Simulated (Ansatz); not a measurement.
## HgTe (Coloradoite): single point with PBE

The system is HgTe (Coloradoite).

```xyz
2
Lattice="0.0000 3.2145 3.2145 3.2145 0.0000 3.2145 3.2145 3.2145 0.0000" Properties=species:S:1:pos:R:3 pbc="T T T"
Hg    0.0000    0.0000    0.0000
Te    4.8217    4.8217    4.8217
```

```yaml
Program: Ansatz 0.2.0
Task: single point
Functional: PBE
Potentials_or_basis: Ansatz PAW
Cutoff: "420 eV (not typed: the program's choice for these potentials)"
k_mesh: 7 × 7 × 7
Occupations: gaussian, width 0.011 eV
Spin: no spin polarisation
```

| Quantity | Value |
| --- | --- |
| Pressure | 4.6 GPa |
| Band gap on the k mesh | none (metal or under the smearing width) |

Levels at points of the mesh, in eV from the Fermi level:
```
           k point  band 16  band 17  band 18  band 19  band 20  band 21
(0.00, 0.00, 0.00)    -0.68     0.00     0.00     0.00     4.21     4.21
```

Run time: 2.5 s on 2 threads of Intel(R) Xeon(R) Processor @ 2.50GHz (Skylake/Cascade Lake), with other jobs on the host, peak memory 0.37 GiB.

The run has no spin-orbit coupling, so splittings on Hg, Te are missing.
